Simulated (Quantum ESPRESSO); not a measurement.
# BN (F-43m) in Quantum ESPRESSO: a series of runs

One crystal, BN, is run at these levels: PBEsol; tasks: phonons.

Program: Quantum ESPRESSO 7.5. These are calculated values, not measurements. Logs are shortened: lines on timing, memory, paths and dates and some standing lists are left out, and cuts for length are marked.

## Step 1: The crystal as given

The structure is cubic, space group F-43m (No. 216). Conventional cell: a = 3.626 Å, b = 3.626 Å, c = 3.626 Å, α = 90.00°, β = 90.00°, γ = 90.00°. N (site symmetry -43m) is surrounded by 4 B at 1.57 Å. B (site symmetry -43m) is surrounded by 4 N at 1.57 Å.

The cell is a database's computed one.

## Step 2: Phonons, PBEsol

pw.in reads:

```
&CONTROL
  calculation = 'scf'
  prefix = 'pwscf'
  outdir = './tmp'
  pseudo_dir = './pseudo'
  tprnfor = .true.
  tstress = .true.
  disk_io = 'low'
/
&SYSTEM
  ibrav = 0
  nat = 2
  ntyp = 2
  ecutwfc = 84
  nbnd = 9
  occupations = 'smearing'
  smearing = 'fd'
  degauss = 0.00367493
/
&ELECTRONS
  conv_thr = 4d-10
  electron_maxstep = 120
  mixing_beta = 0.5
/
ATOMIC_SPECIES
N     14.0070 N.upf
B     10.8100 B.upf
CELL_PARAMETERS angstrom
   0.0000000000    1.8130010000    1.8130010000
   1.8130010000    0.0000000000    1.8130010000
   1.8130010000    1.8130010000    0.0000000000
ATOMIC_POSITIONS crystal
N      0.2500000000    0.2500000000    0.2500000000
B      0.0000000000    0.0000000000    0.0000000000
K_POINTS automatic
8 8 8 1 1 1
```

relax.in reads:

```
&CONTROL
  calculation = 'vc-relax'
  prefix = 'pwscf'
  outdir = './tmp'
  pseudo_dir = './pseudo'
  tprnfor = .true.
  tstress = .true.
  disk_io = 'low'
  nstep = 40
  forc_conv_thr = 0.0001
  etot_conv_thr = 1d-06
/
&SYSTEM
  ibrav = 0
  nat = 2
  ntyp = 2
  ecutwfc = 84
  nbnd = 9
  occupations = 'smearing'
  smearing = 'fd'
  degauss = 0.00367493
/
&ELECTRONS
  conv_thr = 4d-10
  electron_maxstep = 120
  mixing_beta = 0.5
/
&IONS
  ion_dynamics = 'bfgs'
/
&CELL
  cell_dynamics = 'bfgs'
  press = 0
  press_conv_thr = 0.2
/
ATOMIC_SPECIES
N     14.0070 N.upf
B     10.8100 B.upf
CELL_PARAMETERS angstrom
   0.0000000000    1.8130010000    1.8130010000
   1.8130010000    0.0000000000    1.8130010000
   1.8130010000    1.8130010000    0.0000000000
ATOMIC_POSITIONS crystal
N      0.2500000000    0.2500000000    0.2500000000
B      0.0000000000    0.0000000000    0.0000000000
K_POINTS automatic
8 8 8 1 1 1
```

scf2.in reads:

```
&CONTROL
  calculation = 'scf'
  prefix = 'pwscf'
  outdir = './tmp'
  pseudo_dir = './pseudo'
  tprnfor = .true.
  tstress = .true.
  disk_io = 'low'
/
&SYSTEM
  ibrav = 0
  nat = 2
  ntyp = 2
  ecutwfc = 84
  nbnd = 9
  occupations = 'fixed'
/
&ELECTRONS
  conv_thr = 1d-13
  electron_maxstep = 120
  mixing_beta = 0.5
  startingpot = 'file'
  startingwfc = 'file'
/
ATOMIC_SPECIES
N     14.0070 N.upf
B     10.8100 B.upf
CELL_PARAMETERS angstrom
   0.0000000000    1.8037242420    1.8037242420
   1.8037242420    0.0000000000    1.8037242420
   1.8037242420    1.8037242420    0.0000000000
ATOMIC_POSITIONS crystal
N      0.2500000000    0.2500000000    0.2500000000
B      0.0000000000    0.0000000000    0.0000000000
K_POINTS automatic
8 8 8 1 1 1
```

ph.in reads:

```
phonons of BN
&INPUTPH
  prefix = 'pwscf'
  outdir = './tmp'
  tr2_ph = 1d-18
  fildyn = 'dyn'
  niter_ph = 90
  alpha_mix(1) = 0.7
  epsil = .true.
/
0.0000000000 0.0000000000 0.0000000000
```

dynmat.in reads:

```
&INPUT
  fildyn = 'dyn'
  asr = 'crystal'
  lperm = .true.
  filout = 'dynmat.disp'
  fileig = 'dynmat.eig'
/
```

dynmat_lo.in reads:

```
&INPUT
  fildyn = 'dyn'
  asr = 'crystal'
  filout = 'dynmat_lo.disp'
  fileig = 'dynmat_lo.eig'
  q(1) = 0
  q(2) = 0
  q(3) = 1
/
```

Potentials or basis: PseudoDojo 0.4.1 SR PBEsol standard.

On the command line:

```bash
OMP_NUM_THREADS=1 pw.x -in pw.in > pw.out
OMP_NUM_THREADS=1 pw.x -in relax.in > relax.out
OMP_NUM_THREADS=1 pw.x -in scf2.in > scf2.out
OMP_NUM_THREADS=1 ph.x -in ph.in > ph.out
OMP_NUM_THREADS=1 dynmat.x -in dynmat.in > dynmat.out
OMP_NUM_THREADS=1 dynmat.x -in dynmat_lo.in > dynmat_lo.out
```

pw.out:

```text
This program is part of the open-source Quantum ESPRESSO suite
     for quantum simulation of materials; please cite
[... 9 lines left out ...]
     --------------------
     sticks:   dense  smooth     PW     G-vecs:    dense   smooth      PW
     Sum         547     547    187                 8363     8363    1591

     Using Slab Decomposition

     bravais-lattice index     =            0
     lattice parameter (alat)  =       4.8452  a.u.
     unit-cell volume          =      80.4305 (a.u.)^3
     number of atoms/cell      =            2
     number of atomic types    =            2
     number of electrons       =         8.00
     number of Kohn-Sham states=            9
     kinetic-energy cutoff     =      84.0000  Ry
     charge density cutoff     =     336.0000  Ry
     scf convergence threshold =      4.0E-10
     mixing beta               =       0.5000
     number of iterations used =            8  plain     mixing
     Exchange-correlation= PBESOL
                           (   1   4  10   8   0   0   0)

     celldm(1)=   4.845202  celldm(2)=   0.000000  celldm(3)=   0.000000
     celldm(4)=   0.000000  celldm(5)=   0.000000  celldm(6)=   0.000000

     crystal axes: (cart. coord. in units of alat)
               a(1) = (   0.000000   0.707107   0.707107 )
               a(2) = (   0.707107   0.000000   0.707107 )
               a(3) = (   0.707107   0.707107   0.000000 )

     reciprocal axes: (cart. coord. in units 2 pi/alat)
               b(1) = ( -0.707107  0.707107  0.707107 )
               b(2) = (  0.707107 -0.707107  0.707107 )
               b(3) = (  0.707107  0.707107 -0.707107 )

     PseudoPot. # 1 for N  read from file:
     N.upf
     Pseudo is Norm-conserving + core correction, Zval =  5.0
     Generated using ONCVPSP code by D. R. Hamann
     Using radial grid of 1058 points,  4 beta functions with:
                l(1) =   0
                l(2) =   0
                l(3) =   1
                l(4) =   1

     PseudoPot. # 2 for B  read from file:
     B.upf
     Pseudo is Norm-conserving + core correction, Zval =  3.0
     Generated using ONCVPSP code by D. R. Hamann
     Using radial grid of 1534 points,  4 beta functions with:
                l(1) =   0
                l(2) =   0
                l(3) =   1
                l(4) =   1

     atomic species   valence    mass     pseudopotential
     N                 5.00    14.00700     N ( 1.00)
     B                 3.00    10.81000     B ( 1.00)

     24 Sym. Ops. (no inversion) found

   Cartesian axes

     site n.     atom                  positions (alat units)
         1        N      tau(   1) = (   0.3535534   0.3535534   0.3535534  )
         2        B      tau(   2) = (   0.0000000   0.0000000   0.0000000  )

     number of k points=    60  Fermi-Dirac smearing, width (Ry)=  0.0037
                       cart. coord. in units 2pi/alat
        k(    1) = (   0.0441942   0.0441942   0.0441942), wk =   0.0078125
        k(    2) = (   0.1325825   0.1325825  -0.0441942), wk =   0.0234375
        k(    3) = (   0.2209709   0.2209709  -0.1325825), wk =   0.0234375
        k(    4) = (   0.3093592   0.3093592  -0.2209709), wk =   0.0234375
        k(    5) = (  -0.3093592  -0.3093592   0.3977476), wk =   0.0234375
        k(    6) = (  -0.2209709  -0.2209709   0.3093592), wk =   0.0234375
[... 52 lines left out ...]
        k(   59) = (   0.3093592   0.3093592   0.3093592), wk =   0.0078125
        k(   60) = (  -0.3093592  -0.3093592   0.9280777), wk =   0.0234375

     Dense  grid:     8363 G-vectors     FFT dimensions: (  30,  30,  30)

     Initial potential from superposition of free atoms

     starting charge       7.9997, renormalised to       8.0000
     Starting wfcs are    8 randomized atomic wfcs +    1 random wfcs

     Self-consistent Calculation

     iteration #  1     ecut=    84.00 Ry     beta= 0.50
     Davidson diagonalization with overlap
     ethr =  1.00E-02,  avg # of iterations =  5.1

     total energy              =     -26.70719193 Ry
     estimated scf accuracy    <       0.20382693 Ry

     iteration #  2     ecut=    84.00 Ry     beta= 0.50
     Davidson diagonalization with overlap
     ethr =  2.55E-03,  avg # of iterations =  1.1

     total energy              =     -26.74255087 Ry
     estimated scf accuracy    <       0.02026629 Ry

     iteration #  3     ecut=    84.00 Ry     beta= 0.50
     Davidson diagonalization with overlap
     ethr =  2.53E-04,  avg # of iterations =  1.1

     total energy              =     -26.74400314 Ry
     estimated scf accuracy    <       0.00302208 Ry

     iteration #  4     ecut=    84.00 Ry     beta= 0.50
     Davidson diagonalization with overlap
     ethr =  3.78E-05,  avg # of iterations =  1.3

     total energy              =     -26.74415344 Ry
     estimated scf accuracy    <       0.00004181 Ry

     iteration #  5     ecut=    84.00 Ry     beta= 0.50
     Davidson diagonalization with overlap
     ethr =  5.23E-07,  avg # of iterations =  3.3

     total energy              =     -26.74416204 Ry
     estimated scf accuracy    <       0.00000451 Ry

     iteration #  6     ecut=    84.00 Ry     beta= 0.50
     Davidson diagonalization with overlap
     ethr =  5.63E-08,  avg # of iterations =  1.0

     total energy              =     -26.74416282 Ry
     estimated scf accuracy    <       0.00000001 Ry

     iteration #  7     ecut=    84.00 Ry     beta= 0.50
     Davidson diagonalization with overlap
     ethr =  1.51E-10,  avg # of iterations =  3.5

     total energy              =     -26.74416283 Ry
     estimated scf accuracy    <          9.4E-09 Ry

     iteration #  8     ecut=    84.00 Ry     beta= 0.50
     Davidson diagonalization with overlap
     ethr =  1.17E-10,  avg # of iterations =  1.0

     End of self-consistent calculation

          k = 0.0442 0.0442 0.0442 (  1034 PWs)   bands (ev):

    -9.0618  10.4505  10.8783  10.8783  19.8783  19.9221  19.9221  21.4488
    35.2010

          k = 0.1326 0.1326-0.0442 (  1023 PWs)   bands (ev):

    -8.5600   8.4958   9.8416  10.6912  20.2301  20.3027  20.9608  22.8094
    33.9741

          k = 0.2210 0.2210-0.1326 (  1047 PWs)   bands (ev):

    -7.3549   4.9293   9.0599   9.9676  20.8036  21.2000  21.6955  24.5627
    33.3782

          k = 0.3094 0.3094-0.2210 (  1041 PWs)   bands (ev):

    -5.6994   1.6561   8.6680   9.2639  21.1682  21.6476  21.6827  25.7609
    33.5847

          k =-0.3094-0.3094 0.3977 (  1048 PWs)   bands (ev):

    -4.9022   0.4322   8.7478   8.8897  21.0825  21.5587  21.9293  26.0802
    33.5994

          k =-0.2210-0.2210 0.3094 (  1049 PWs)   bands (ev):

    -6.2620   2.6372   8.9683   9.2517  20.7479  21.5445  22.1138  25.3722
    32.8881

          k =-0.1326-0.1326 0.2210 (  1036 PWs)   bands (ev):

    -7.8267   6.1527   9.4997  10.0066  20.1739  21.1927  21.7542  23.9918
    32.0853

          k =-0.0442-0.0442 0.1326 (  1023 PWs)   bands (ev):

    -8.8097   9.5602  10.3019  10.6066  19.5331  20.5743  20.6888  22.1366
    33.3080

          k = 0.2210 0.0442 0.0442 (  1028 PWs)   bands (ev):

    -8.3115   8.4284   9.4129   9.7958  18.9895  21.7664  21.9528  22.8898
    30.6146
[... 61 lines left out ...]
          k = 0.5745 0.0442 0.0442 (  1044 PWs)   bands (ev):

    -4.4655   3.2217   6.1132   6.4168  16.0182  20.6612  27.7319  27.7388
    30.8811

          k =-0.0442-0.5745 0.6629 (  1046 PWs)   bands (ev):

    -3.5728   2.4499   5.1291   6.0342  16.6341  21.2603  27.5965  28.3677
    30.8274

          k = 0.0442-0.4861 0.5745 (  1050 PWs)   bands (ev):

    -3.5134   2.6665   3.7407   6.6542  18.1671  23.7879  26.0398  27.5197
    29.5213

          k = 0.1326-0.3977 0.4861 (  1050 PWs)   bands (ev):

    -4.2080   1.4179   5.7445   7.7693  19.8115  23.0427  25.0532  26.5470
    30.2359

          k = 0.2210-0.3094 0.3977 (  1044 PWs)   bands (ev):

    -5.0755   1.0368   8.1006   8.7770  20.9923  21.5275  22.6681  26.0722
    32.7728

          k =-0.6629 0.0442 0.0442 (  1048 PWs)   bands (ev):

    -3.6589   2.2736   5.8157   6.1698  15.6438  20.3825  28.4707  28.5134
    31.2499

          k =-0.5745 0.1326-0.0442 (  1049 PWs)   bands (ev):

    -4.3234   3.1487   5.5817   6.3291  16.9808  21.5073  26.6545  27.7416
    30.7528

          k =-0.4861 0.2210-0.1326 (  1048 PWs)   bands (ev):

    -4.8957   2.4193   6.4373   7.4871  19.0772  23.4686  24.5347  25.5225
    30.7326

          k =-0.4861 0.0442 0.0442 (  1040 PWs)   bands (ev):

    -5.5658   4.5630   6.7149   6.9004  16.6917  21.2487  26.4477  26.5044
    30.1814

          k =-0.3977 0.1326-0.0442 (  1043 PWs)   bands (ev):

    -6.4294   5.0758   7.1752   8.1057  18.3867  22.7778  23.9814  24.9412
    29.9645

          k =-0.3094 0.0442 0.0442 (  1035 PWs)   bands (ev):

    -7.5813   7.2122   8.4613   8.7109  18.3072  22.8040  23.4177  23.4530
    29.2660

          k = 0.1326 0.1326 0.1326 (  1037 PWs)   bands (ev):

    -8.3131   7.3719  10.2369  10.2369  20.2986  20.8343  20.8343  23.3863
    34.4252

          k = 0.2210 0.2210 0.0442 (  1040 PWs)   bands (ev):

    -7.5865   6.1092   8.1912  10.2165  21.0729  21.1405  21.7283  24.0439
    32.4829

          k = 0.3094 0.3094-0.0442 (  1052 PWs)   bands (ev):

    -6.2306   3.9848   6.4698   9.4020  21.2160  22.2584  22.6616  24.9286
    32.5440

          k =-0.3094-0.3094 0.5745 (  1052 PWs)   bands (ev):

    -4.7039   1.4984   6.3167   8.4784  20.1871  23.2837  23.3592  26.3811
    31.6122

          k =-0.2210-0.2210 0.4861 (  1047 PWs)   bands (ev):

    -4.6959   1.4864   6.9046   7.9126  19.4038  23.6257  23.9691  25.6168
    31.1392

          k =-0.1326-0.1326 0.3977 (  1046 PWs)   bands (ev):

    -6.2215   4.0686   7.8939   7.9008  18.8267  23.4906  23.8284  24.1955
    30.4733

          k = 0.3094 0.1326 0.1326 (  1047 PWs)   bands (ev):

    -7.1181   5.0253   8.6745   9.1538  19.5899  22.3194  22.9109  24.0729
    30.6951

          k = 0.3977 0.2210 0.0442 (  1045 PWs)   bands (ev):
[... 74 lines left out ...]
          k = 0.3977 0.2210 0.2210 (  1047 PWs)   bands (ev):

    -5.4890   1.8623   8.2995   8.4040  20.1387  22.4414  22.9542  25.4989
    31.9640

          k =-0.2210-0.3977 0.8397 (  1053 PWs)   bands (ev):

    -4.5231   1.7128   6.1709   7.6757  20.4038  22.1019  25.0868  26.1564
    30.5161

          k =-0.1326-0.3094 0.7513 (  1049 PWs)   bands (ev):

    -3.5903   2.5683   3.9811   6.3942  19.6998  23.7287  25.6912  27.0907
    28.9146

          k =-0.8397 0.2210 0.2210 (  1051 PWs)   bands (ev):

    -4.0539   1.6426   5.3284   7.5543  18.8209  24.6151  24.9806  25.9914
    30.1402

          k = 0.3094 0.3094 0.3094 (  1044 PWs)   bands (ev):

    -5.2743   0.8017   9.1026   9.1026  20.9778  21.6326  21.6326  25.8682
    33.9703

          k =-0.3094-0.3094 0.9281 (  1052 PWs)   bands (ev):

    -4.7156   0.6825   7.7185   8.6647  20.6485  22.2954  22.5368  26.3532
    32.6281

     the Fermi energy is    13.0696 ev

!    total energy              =     -26.74416284 Ry
     estimated scf accuracy    <          1.5E-10 Ry
     smearing contrib. (-TS)   =       0.00000000 Ry
     internal energy E=F+TS    =     -26.74416284 Ry

     The total energy is F=E-TS. E is the sum of the following terms:
     one-electron contribution =       4.61922760 Ry
     hartree contribution      =       3.55029321 Ry
     xc contribution           =      -8.65282085 Ry
     ewald contribution        =     -26.26086280 Ry

     convergence has been achieved in   8 iterations

     Forces acting on atoms (cartesian axes, Ry/au):

     atom    1 type  1   force =     0.00000000   -0.00000000    0.00000000
     atom    2 type  2   force =     0.00000000   -0.00000000    0.00000000

     Total force =     0.000000     Total SCF correction =     0.000000

     Computing stress (Cartesian axis) and pressure

          total   stress  (Ry/bohr**3)                   (kbar)     P=      -57.68
  -0.00039213   0.00000000  -0.00000000          -57.68        0.00       -0.00
   0.00000000  -0.00039213   0.00000000            0.00      -57.68        0.00
  -0.00000000   0.00000000  -0.00039213           -0.00        0.00      -57.68

=------------------------------------------------------------------------------=
   JOB DONE.
=------------------------------------------------------------------------------=
```

It took 2.5 min on 1 thread of Arm Neoverse V1, shared host; peak memory 0.05 GiB.

What came out:

- Free energy: -363.8762 eV
- Relaxed volume: 5.87 Å³/atom
- Relaxed cell: a = 2.551 Å, b = 2.551 Å, c = 2.551 Å, α = 60.00°, β = 60.00°, γ = 60.00°
- Space group after relaxing (to 0.05 Å): F-43m (No. 216)
- Pressure after relaxing: 0.0 GPa
- Electronic dielectric tensor (diagonal): 4.57
- Born charges (mean of the diagonal): N -1.90; B +1.90 e
- Highest phonon frequency at Γ, LO-TO splitting left out: 1049 cm⁻¹
- Static dielectric tensor (diagonal): 6.81

The path:
| step | energy change (eV) | largest force (eV/Å) | pressure (GPa) | volume (Å³) |
| --- | --- | --- | --- | --- |
| 1 | 0.0000 | 0.0000 | -5.77 | 11.92 |
| 2 | -0.0005 | 0.0000 | 5.60 | 11.57 |
| 3 | -0.0033 | 0.0000 | -0.11 | 11.74 |
| 4 | -0.0033 | 0.0000 | 0.00 | 11.74 |

Final structure:
```cif
data_structure
_symmetry_space_group_name_H-M 'P 1'
_symmetry_Int_Tables_number 1
_cell_length_a 2.5509
_cell_length_b 2.5509
_cell_length_c 2.5509
_cell_angle_alpha 60.000
_cell_angle_beta 60.000
_cell_angle_gamma 60.000
_cell_volume 11.74
loop_
_atom_site_label
_atom_site_type_symbol
_atom_site_fract_x
_atom_site_fract_y
_atom_site_fract_z
_atom_site_occupancy
N1 N 0.25000 0.25000 0.25000 1
B1 B 0.00000 0.00000 0.00000 1
```

Phonon frequencies in cm⁻¹ (negative: imaginary):
```tsv
q point	frequencies
(0.000, 0.000, 0.000)	1 1 1 1049 1049 1049
```

Electronic dielectric tensor:
```
4.57 0.00 0.00
0.00 4.57 0.00
0.00 0.00 4.57
```

Born effective charge tensors (e):
atom 1, N
```
-1.90  0.00  0.00
 0.00 -1.90  0.00
 0.00  0.00 -1.90
```
atom 2, B
```
1.90 0.00 0.00
0.00 1.90 0.00
0.00 0.00 1.90
```

Optical modes at Γ, degenerate ones joined, polar ones without the macroscopic field:
```csv
cm⁻¹,components,symmetry,active in,"IR intensity, summed ((D/Å)²/amu)"
1049,3,T2,IR and Raman,40.85
```

Zone-centre frequencies without and with the macroscopic field along z (cm⁻¹):
```tsv
	optical modes in rising order
without	1049 1049 1049
with the field	1049 1049 1282
```

Static dielectric tensor, electrons and zone-centre modes:
```
6.81 0.00 0.00
0.00 6.81 0.00
0.00 0.00 6.81
```

[end of part 1 of 4]
